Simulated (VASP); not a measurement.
A run of VASP 6.6.1 is set up as follows.

Contents of INCAR:

```
SYSTEM = Be12H2S
PREC = Accurate ; ENCUT = 520
EDIFF = 1E-7 ; ISMEAR = 0
SIGMA = 0.15 ; LREAL = Auto
LASPH = .True. ; NELM = 100
ALGO = Normal ; ISIF = 2
LWAVE = .False. ; LCHARG = .False.
GGA = PS ; NBANDS = 29
```

KPOINTS

```
regular mesh
0
Gamma
  4 4 1
  0 0 0
```

Contents of POSCAR:

```
Be12H2S
1.0
    4.5800000000      0.0000000000      0.0000000000
    2.2900000000      3.9663960000      0.0000000000
    0.0000000000      0.0000000000     15.5884300000
Be S H
12 1 2
Direct
    0.0000000000      0.0000000000      0.0641501000
    0.5000000000      0.0000000000      0.0641501000
    0.0000000000      0.5000000000      0.0641501000
    0.5000000000      0.5000000000      0.0641501000
   -0.1711721153      0.3350102417      0.1780427243
    0.3360310040      0.3350724204      0.1780835041
   -0.1663230626      0.8327113666      0.1749758611
    0.3355867343      0.8288874167      0.1783665563
   -0.0007405998     -0.0010967683      0.2871742036
    0.5020017485     -0.0012533495      0.2872094388
   -0.0007033686      0.5012402294      0.2875028471
    0.4989443746      0.5022325621      0.3023156032
    0.5212932396      0.4563078053      0.4459911405
    0.6236883395      0.6715153362      0.4764691708
    0.2005260809      0.6643194241      0.4755948971
```

Potentials or basis: VASP PAW PBE potentials, release 64 (Be, S, H).

Command:

```bash
$ cat potpaw_PBE.64/Be/POTCAR potpaw_PBE.64/S/POTCAR potpaw_PBE.64/H/POTCAR > POTCAR
$ mpirun -np 1 vasp_std > vasp.out
```

Task: What does it give for the band gap on the k mesh?

Result: None (metal or under the smearing width).

Task: Estimate the largest force.

Result: 0.184 eV/Å.

Forces in eV/Å, atoms in the order of the input:
```
Be   0.047  0.019 -0.067
Be  -0.047  0.020 -0.068
Be   0.000 -0.050 -0.106
Be  -0.001  0.007  0.184
Be   0.000  0.003  0.003
Be   0.002  0.001 -0.001
Be  -0.001 -0.001 -0.001
Be   0.000 -0.002  0.001
Be  -0.003 -0.001  0.014
Be   0.003  0.004  0.015
Be   0.001 -0.001  0.012
Be   0.000  0.002 -0.008
S   -0.012  0.075  0.064
H   -0.033 -0.035 -0.021
H    0.043 -0.040 -0.019
```

Caveat: the k mesh is coarse (spacing up to 0.40 Å⁻¹), so the values aren't converged; the PAW data sets were made with another functional, which shifts forces and pressure a little.
